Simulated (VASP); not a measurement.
A VASP calculation is set up with these files.

**KPOINTS**
```
Regular mesh
0
Gamma
12 12 7
0 0 0
```

**INCAR**
```
ALGO = Normal
EDIFF = 1E-7
ENCUT = 520
GGA = PE
ISIF = 2
ISMEAR = -5
LASPH = .TRUE.
LCHARG = .TRUE.
LORBIT = 11
LREAL = .FALSE.
LWAVE = .FALSE.
NEDOS = 601
NELM = 100
PREC = Accurate
SYSTEM = BeO
```

### POSCAR
```
BeO
1.0
  2.7124979162   0.0000000000   0.0000000000
 -1.3562489581   2.3490925716   0.0000000000
  0.0000000000   0.0000000000   4.4060813206
Be O
2 2
Cartesian
 -0.0000013562   1.5660624974   4.3999591706
  1.3562503143   0.7830300742   2.1969185103
 -0.0000013562   1.5660624974   1.6584026452
  1.3562503143   0.7830300742   3.8614433055
```

POTCAR, in this order: Be O (PBE.64 set). Program: vasp_std.

Problem. Write an equivalent input for Quantum ESPRESSO's pw.x.

Solution. One equivalent input (not run):
```
&CONTROL
  calculation = 'scf'
  pseudo_dir = './pseudo'
  outdir = './out'
  tprnfor = .true.
  tstress = .true.
/
&SYSTEM
  ibrav = 0
  nat = 4
  ntyp = 2
  ecutwfc = 88
  occupations = 'tetrahedra'
  input_dft = 'pbe'
/
&ELECTRONS
  conv_thr = 7.3e-09
  electron_maxstep = 100
/
ATOMIC_SPECIES
  Be 9.012 Be.upf
  O 15.999 O.upf
CELL_PARAMETERS angstrom
     2.7124979    0.0000000    0.0000000
    -1.3562490    2.3490926    0.0000000
     0.0000000    0.0000000    4.4060813
ATOMIC_POSITIONS crystal
  Be   0.3333330  0.6666670  0.9986105
  Be   0.6666670  0.3333330  0.4986105
  O    0.3333330  0.6666670  0.3763895
  O    0.6666670  0.3333330  0.8763895
K_POINTS automatic
  12 12 7 0 0 0
```
Limits of the translation: the potentials are each code's own (VASP's PAW set, PseudoDojo norm-conserving files in pw.x), so ENCUT and ecutwfc are chosen apart and not converted; conv_thr bounds pw.x's estimated SCF error, while EDIFF bounds the energy change between steps.

The structure was generated: BeO was put into the wurtzite type (P6_3mc), which need not be its known phase. It was relaxed first, which changed the volume by +7 %.
